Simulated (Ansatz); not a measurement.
# SnO2: the cost of one run

Computed with Ansatz 0.2.0 through its Python package. Level of theory: DFT PBE, plane waves, PAW.

## (1) The system

The structure is trigonal, space group R-3m (No. 166). The conventional cell has a = 3.234 Å, b = 3.234 Å, c = 14.402 Å, α = 90.00°, β = 90.00°, γ = 120.00°. Around Sn (site symmetry -3m) lie 6 O at 2.13 Å. O (site symmetry 3m) is surrounded by 3 Sn at 2.13 Å.

The script holds or builds the structure itself.

## (2) The script

The input, kconv_sno2.py:

```python
"""Convergence of SnO2 with the k-point mesh."""

import argparse

import ansatz as az
import pandas as pd

parser = argparse.ArgumentParser(description="Convergence of SnO2 with the k-point mesh.")
parser.add_argument("--functional", required=True, help="exchange-correlation functional")
parser.add_argument("--cutoff-ev", type=float, required=True, help="plane-wave cutoff (eV)")
parser.add_argument("--tolerance", type=float, default=1e-10, help="SCF tolerance (eV)")
args = parser.parse_args()

sno2 = (
    az.Lattice.of([1.617093, 0.933629, 4.800593], [-1.617093, 0.933629, 4.800593], [0.0, -1.867258, 4.800593])
    .atom("Sn", [0.5, 0.5, 0.5])
    .atom("O", [0.23717, 0.23717, 0.23717])
    .atom("O", [0.76283, 0.76283, 0.76283])
)

base = (
    sno2.calculation()
    .functional(args.functional)
    .basis(args.cutoff_ev)
    .occupations(az.OccupationsMethod.FIXED)
    .scf(tolerance=args.tolerance)
    .forces()
    .stress()
)

rows = []
for value in [0.8, 0.6, 0.5, 0.4, 0.33]:
    rep = base.kpoints(spacing=value).run(threads=1).report
    rows.append((value, rep["free_energy_ev"] / len(rep["lattice"]["sites"]), rep["n_iterations"], sum(rep["stress_gpa"][i][i] for i in range(3)) / 3, max(abs(f) for row in rep["forces_ev_ang"] for f in row), rep["n_kpoints"]))

table = pd.DataFrame(rows, columns=["spacing (1/A)", "F/atom (eV)", "iterations", "P (GPa)", "max component (eV/A)", "k-points"])
print(table.round(5).to_string(index=False))

# the last row is the reference
for row in rows[:-1]:
    shift = 1000 * (row[1] - rows[-1][1])
    print(f"{row[0]}: {shift:+.2f} meV/atom" + ("  (within 1 meV)" if abs(shift) < 1 else ""))
```

## (3) The calls as engine input

The package turns the script's settings into the engine's input (first run):

```yaml
crystal:
  lattice:
    - [1.617093, 0.933629, 4.800593]
    - [-1.617093, 0.933629, 4.800593]
    - [0.0, -1.867258, 4.800593]
  atoms:
    - { symbol: Sn, position: [0.5, 0.5, 0.5] }
    - { symbol: O, position: [0.23717, 0.23717, 0.23717] }
    - { symbol: O, position: [0.76283, 0.76283, 0.76283] }
basis:
  ecutwfc: 420.0
kpoints:
  mp_grid:
    kspacing: 0.8
hamiltonian:
  xc: pbe
scf:
  convergence:
    dr2_threshold: 1.0e-10
  occupations:
    method: fixed
output:
  forces: true
  stress: true
```

## (4) Launch

Launch:

```console
$ python kconv_sno2.py --functional PBE --cutoff-ev 420.0
```

Q: Estimate wall time and peak memory on 1 thread of Arm Neoverse V1, shared host.

About 7.1 s, with a peak of 0.43 GiB.
